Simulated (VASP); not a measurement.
**VASP 6.6.1 run: GaSb**

INCAR

```
ISMEAR = -1
ISIF = 2
LCHARG = .FALSE.
LWAVE = .FALSE.
ENCUT = 520
PREC = Accurate
NELM = 82
NBANDS = 49
LASPH = .TRUE.
LREAL = .FALSE.
IBRION = -1
SIGMA = 0.02
EDIFF = 1E-7
GGA = PE
NSW = 0
```

KPOINTS

```
KPOINTS created by Atomic Simulation Environment
0
Gamma
8 8 8
0 0 0
```

POSCAR

```
Ga Sb
 1.0000000000000000
     0.0000000000000000    3.1578613668000002    3.0658848221000001
     3.1578613668000002    0.0000000000000000    3.0658848221000001
     3.1578613668000002    3.1578613668000002    0.0000000000000000
 Ga  Sb
   1   1
Cartesian
  0.0000000000000000  0.0000000000000000  0.0000000000000000
  1.5789306834000001  1.5789306834000001  1.5329424110500001
```

The recommended PBE PAW datasets give the neutral cell 18 valence electrons.

Command

```
mpirun -np 1 vasp_std
```

OSZICAR

```
N       E                     dE             d eps       ncg     rms          rms(c)
DAV:   1     0.148416793461E+03    0.14842E+03   -0.57252E+03  7457   0.447E+02
DAV:   2     0.120109009561E+02   -0.13641E+03   -0.11555E+03  6022   0.201E+02
DAV:   3    -0.686757891514E+01   -0.18878E+02   -0.18485E+02  6830   0.409E+01
DAV:   4    -0.740132962574E+01   -0.53375E+00   -0.53317E+00  6936   0.695E+00
DAV:   5    -0.740564006603E+01   -0.43104E-02   -0.43101E-02  6952   0.640E-01    0.291E+00
DAV:   6    -0.736834627350E+01    0.37294E-01   -0.22726E-02  8614   0.121E+00    0.175E+00
DAV:   7    -0.735823072517E+01    0.10116E-01   -0.14545E-02  7414   0.458E-01    0.314E-01
DAV:   8    -0.735925283376E+01   -0.10221E-02   -0.23415E-03  6975   0.213E-01    0.804E-02
DAV:   9    -0.735970798923E+01   -0.45516E-03   -0.28070E-04  6750   0.546E-02    0.314E-02
DAV:  10    -0.735981624814E+01   -0.10826E-03   -0.42278E-05  6945   0.164E-02    0.116E-02
DAV:  11    -0.735983191068E+01   -0.15663E-04   -0.11447E-05  6767   0.120E-02    0.746E-03
DAV:  12    -0.735983265945E+01   -0.74877E-06   -0.84017E-07  7098   0.221E-03    0.146E-03
DAV:  13    -0.735983273247E+01   -0.73027E-07   -0.53850E-08  6725   0.550E-04
   1 F= -.73598327E+01 E0= -.73598213E+01  d E =-.227758E-04
```

From OUTCAR

```
k-points           NKPTS =     59   k-points in BZ     NKDIM =     59   number of bands    NBANDS=     49

   NELECT =      18.0000    total number of electrons

   dimension x,y,z NGX =    36 NGY =   36 NGZ =   36
   dimension x,y,z NGXF=    72 NGYF=   72 NGZF=   72

  energy-cutoff  :      520.00
  volume of cell :       61.15
      direct lattice vectors                 reciprocal lattice vectors
     0.000000000  3.157861367  3.065884822    -0.158335006  0.158335006  0.163085057
     3.157861367  0.000000000  3.065884822     0.158335006 -0.158335006  0.163085057
     3.157861367  3.157861367  0.000000000     0.158335006  0.158335006 -0.163085057

 k-points in reciprocal lattice and weights: KPOINTS created by Atomic Simulation Env
   0.00000000  0.00000000  0.00000000       0.002
   0.12500000 -0.00000000  0.00000000       0.016
   0.25000000 -0.00000000  0.00000000       0.016
   0.37500000 -0.00000000  0.00000000       0.016
   0.50000000 -0.00000000  0.00000000       0.008
   0.12500000  0.12500000  0.00000000       0.004
   0.25000000  0.12500000  0.00000000       0.016
   0.37500000  0.12500000  0.00000000       0.016
   ...

 E-fermi :   4.2546

 k-point     1 :       0.0000    0.0000    0.0000
  band No.  band energies     occupation
      1     -10.6986      2.00000
      2     -10.6986      2.00000
      3     -10.6943      2.00000
      4     -10.6593      2.00000
      5     -10.6547      2.00000
      6      -6.8142      2.00000
      7       3.7963      2.00000
      8       4.1704      1.97072
      9       4.1704      1.97072
     10       4.3244      0.05934
     11       6.9597      0.00000
     12       7.0454      0.00000
     13       7.0454      0.00000
     14       9.9655      0.00000
     15      12.4588      0.00000
     16      12.8934      0.00000
     17      13.4508      0.00000
     18      13.4508      0.00000
     19      14.0257      0.00000
     20      16.3588      0.00000
     21      23.3841      0.00000
     22      23.7230      0.00000
     23      23.7230      0.00000
     24      24.4993      0.00000
     25      24.4993      0.00000
     26      24.9185      0.00000
     27      24.9535      0.00000
     28      25.2232      0.00000
     29      25.9274      0.00000
     30      25.9274      0.00000
     31      26.1512      0.00000
     32      32.0209      0.00000
     33      32.0560      0.00000
     34      32.4571      0.00000
     35      32.8502      0.00000
     36      32.8502      0.00000
     37      33.1689      0.00000
     38      33.3483      0.00000
     39      33.8381      0.00000
     40      33.8382      0.00000
     41      33.9242      0.00000
     42      36.5389      0.00000
     43      37.1608      0.00000
     44      37.1608      0.00000
     45      38.0455      0.00000
     46      38.0455      0.00000
     47      38.5346      0.00000
     48      38.6472      0.00000
     49      38.6660      0.00000

 ...

  Total       -0.4296729     -0.4296729     -0.0009748      0.0000000     -0.0000000      0.0000000
  in kB      -11.2583974    -11.2583974     -0.0255428      0.0000000     -0.0000000      0.0000000
  external PRESSURE =      -7.5141126 kB  Pullay stress =       0.0000000 kB

 POSITION                                       TOTAL-FORCE (eV/Angst)
 -----------------------------------------------------------------------------------
      0.00000      0.00000      0.00000        -0.000000     -0.000000     -0.000000
      1.57893      1.57893      1.53294         0.000000      0.000000      0.000000
 -----------------------------------------------------------------------------------
    total drift:                                0.000001      0.000001      0.000002

  FREE ENERGIE OF THE ION-ELECTRON SYSTEM (eV)
  ---------------------------------------------------
  free  energy   TOTEN  =        -7.3598327325 eV

  energy  without entropy=       -7.3598099567  energy(sigma->0) =       -7.35982134
```

It converged. Results: gap between bands v and c on the k mesh 0.15 eV; least direct gap on the k mesh 0.15 eV; pressure -0.8 GPa. Band v is the last that the valence electrons fill when counted band by band, and c is the next.

For comparison, a separate PBE run of the intended cell, on usual settings and not on those above, gives a gap of 0.15 eV on its mesh and a pressure of -0.8 GPa.

The run above took about 3.5 min on one core of a shared host (Intel Xeon Platinum 8488C) and held 0.27 GiB at most.
